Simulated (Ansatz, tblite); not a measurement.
NaH: GFN2-xTB, run from Python

These are simulated results from tblite 0.8.0, not measurements. The cell was built from a prototype and was relaxed with r2SCAN in plane waves (Ansatz 0.2.0). Not every such cell is a known phase. All runs are without spin polarisation.

Space group F-43m (No. 216), cubic; a = 5.194 Å in the conventional setting, 17.51 Å³ an atom. Na is surrounded by 4 H at 2.25 Å; H is surrounded by 4 Na at 2.25 Å.

tblite solves periodic systems at the zone centre alone, so the script builds a cluster of 2×2×2 conventional cells (64 atoms), which folds in a coarse mesh of k points.

The script, run.py:

```python
import json
from ase import Atoms
from ase.build import make_supercell
from ase.units import Bohr, GPa, Hartree
from tblite.interface import Calculator

atoms = Atoms(['Na', 'H'],
              cell=[[0.0, 2.59692106, 2.59692106], [2.59692106, 0.0, 2.59692106], [2.59692106, 2.59692106, 0.0]],
              scaled_positions=[[0.0, 0.0, 0.0], [0.25, 0.25, 0.25]],
              pbc=True)
cluster = make_supercell(atoms, [[-2, 2, 2], [-2, -2, 2], [2, -2, 2]])
calc = Calculator('GFN2-xTB', cluster.numbers, cluster.positions / Bohr, lattice=cluster.cell[:] / Bohr, periodic=cluster.pbc)
calc.set('temperature', 0.02 / Hartree)
calc.set('max-iter', 150)
res = calc.singlepoint()
levels = res.get('orbital-energies') * Hartree
nv = round(res.get('orbital-occupations').sum() / 2)
cells = len(cluster) // len(atoms)
out = {'energy_per_cell': res.get('energy') * Hartree / cells, 'homo': levels[nv - 1], 'lumo': levels[nv],
       'stress': (-res.get('virial') * Hartree / cluster.get_volume() / GPa).tolist(), 'charges': res.get('charges')[:len(atoms)].tolist(), 'electrons': 2 * nv / cells}
json.dump(out, open('results.json', 'w'))
for key, value in out.items():
    print(key, value)
```

Command: `python run.py`. It took 5 s on 1 thread of Arm Neoverse V1 (shared host), peak memory 0.096 GiB.

Output:

```
------------------------------------------------------------
  cycle        total energy    energy error   density error
------------------------------------------------------------
      1     -24.24788628068  -2.4280848E+01   2.7280398E-01
      2     -24.12473710994   1.2314917E-01   1.2458684E-01
      3     -24.39490580897  -2.7016870E-01   3.2418314E-02
      4     -24.47391531717  -7.9009508E-02   3.2779427E-02
      5     -24.92461628371  -4.5070097E-01   4.4724091E-02
      6     -24.15131671650   7.7329957E-01   6.4135426E-02
      7     -24.15262150345  -1.3047869E-03   1.3939219E-01
      8     -24.22901190283  -7.6390399E-02   2.0342124E-01
      9     -24.23568070487  -6.6688020E-03   2.0835464E-01
     10     -24.17300599948   6.2674705E-02   1.6145655E-01
     11     -24.13842313687   3.4582863E-02   1.0340561E-01
     12     -24.14257792021  -4.1547833E-03   6.4737817E-02
     13     -24.16693806495  -2.4360145E-02   4.4394142E-02
     14     -24.23338766256  -6.6449598E-02   3.3937227E-02
     15     -24.40312659224  -1.6973893E-01   3.3294336E-02
     16     -24.79069320637  -3.8756661E-01   4.3118193E-02
     17     -24.54178463661   2.4890857E-01   5.8589643E-02
     18     -24.19199846412   3.4978617E-01   4.7416470E-02
     19     -24.10356992366   8.8428540E-02   7.8365938E-02
     20     -24.01575811817   8.7811805E-02   6.2008148E-02
     21     -24.81373146374  -7.9797335E-01   1.9675144E-02
     22     -24.73632429530   7.7407168E-02   2.2362344E-02
     23     -24.76156817822  -2.5243883E-02   2.3840871E-02
     24     -24.71613330328   4.5434875E-02   2.3539616E-02
     25     -24.78557071375  -6.9437410E-02   2.1823026E-02
     26     -24.76951891281   1.6051801E-02   2.0331650E-02
     27     -24.84004197986  -7.0523067E-02   1.6866314E-02
     28     -24.85440596060  -1.4363981E-02   1.4127757E-02
     29     -24.90540655067  -5.1000590E-02   9.0767297E-03
     30     -24.92739458094  -2.1988030E-02   4.5100995E-03
     31     -24.93491138748  -7.5168065E-03   1.3102356E-03
     32     -24.93046743408   4.4439534E-03   3.6586365E-03
     33     -24.92854933046   1.9181036E-03   4.1825299E-03
     34     -24.92748199918   1.0673313E-03   4.6010548E-03
     35     -24.92571713508   1.7648641E-03   4.9327271E-03
     36     -24.92496233496   7.5480012E-04   5.2718161E-03
     37     -24.92337597073   1.5863642E-03   5.4726419E-03
     38     -24.92374530125  -3.6933051E-04   5.5644455E-03
     39     -24.92336245357   3.8284768E-04   5.4689350E-03
     40     -24.92535733720  -1.9948836E-03   5.1556145E-03
     41     -24.92659406863  -1.2367314E-03   4.6896149E-03
     42     -24.92948010865  -2.8860400E-03   3.9544082E-03
     43     -24.93155330371  -2.0731951E-03   3.1382283E-03
     44     -24.93383526225  -2.2819585E-03   2.0849225E-03
     45     -24.93512720274  -1.2919405E-03   1.0340011E-03
     46     -24.93556884884  -4.4164611E-04   4.7415328E-05
     47     -24.93551684340   5.2005443E-05   3.6400344E-04
     48     -24.93554589382  -2.9050426E-05   2.4173846E-04
     49     -24.93555691018  -1.1016354E-05   1.7501517E-04
     50     -24.93556821126  -1.1301083E-05   4.4721836E-05
     51     -24.93548927695   7.8934308E-05   4.4848185E-04
     52     -24.93556500370  -7.5726745E-05   1.0056885E-04
     53     -24.93556840806  -3.4043598E-06   3.8617603E-05
     54     -24.93556893841  -5.3035208E-07   1.2274107E-05
------------------------------------------------------------

 total:                                   4.300 sec
energy_per_cell -21.20410600375885
homo -18.232936357147018
lumo -9.373765367348012
stress [[-9.960099871059377, -6.042471080973047e-06, 6.042629211807541e-06], [-6.042471081114239e-06, -9.960099871058055, 6.042820195139798e-06], [6.042629211815955e-06, 6.042820195251844e-06, -9.960099871059887]]
charges [0.7964295645027052, -0.7964209978925583]
electrons 2.0
```

The cycle table is in hartree for the whole cluster, and the lines after it are in eV (the energy for one cell). The printed stress is in GPa and positive in compression, and the pressure is its mean diagonal.

GFN2-xTB gives a gap of 8.86 eV. On the same cell, plane-wave PBE (Ansatz, 8×8×8 k points and the special points) gives a gap of 3.61 eV and r2SCAN a gap of 4.05 eV; on shared hosts these took about 1.7 and 3.7 core-seconds on the 2-atom cell, against 5 for the script. Semilocal gaps usually lie below measured ones. xTB was fitted to molecules, so gaps, charges and pressures of solids can be far off, and the gap also depends on the size of the cluster.

The pressure on this cell is -10.0 GPa (positive in compression).

xTB was fitted mostly to molecules, and a small cluster samples few k points, so gaps, pressures and kinks along a curve can be far from a solid's.
